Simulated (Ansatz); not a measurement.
CoO:

```xyz
2
Lattice="1.5055 0.8692 2.4399 -1.5055 0.8692 2.4399 0.0000 -1.7384 2.4399" Properties=species:S:1:pos:R:3 pbc="T T T"
Co    0.0000    0.0000    0.0000
O     0.0000    0.0000    3.6599
```

The cell is a database's computed one.

Base run:

* Program: Ansatz 0.2.0
* Functional: PBEsol
* Potentials or basis: Ansatz PAW
* Cutoff: 420 eV (not typed: the program's choice for these potentials)
* k mesh: 9 × 9 × 9
* Occupations: fermi-dirac, width 0.05 eV
* Spin: collinear spin, ferromagnetic start
* Starting moments: [2.0, 0.0] μB
* Fixed moment: 2 μB

Its results: pressure -17.4 GPa; site moments Co +1.80; O +0.10 μB.

The run is repeated on the same cell with these changes: fixed moment from 2 μB to 1 μB; moments at the start from [2.0, 0.0] to [1.0, 0.0]. What comes out?

Pressure -24.5 GPa; site moments Co +0.94; O +0.00 μB.

Caveats: the total moment is fixed, so each spin has its own Fermi level; a cell with one magnetic atom can't hold antiferromagnetic order, which such compounds often take; the PAW data sets come from PBE, with cores solved anew for the run's functional, which leaves a small shift of forces and pressure; the thresholds are loose for stress.
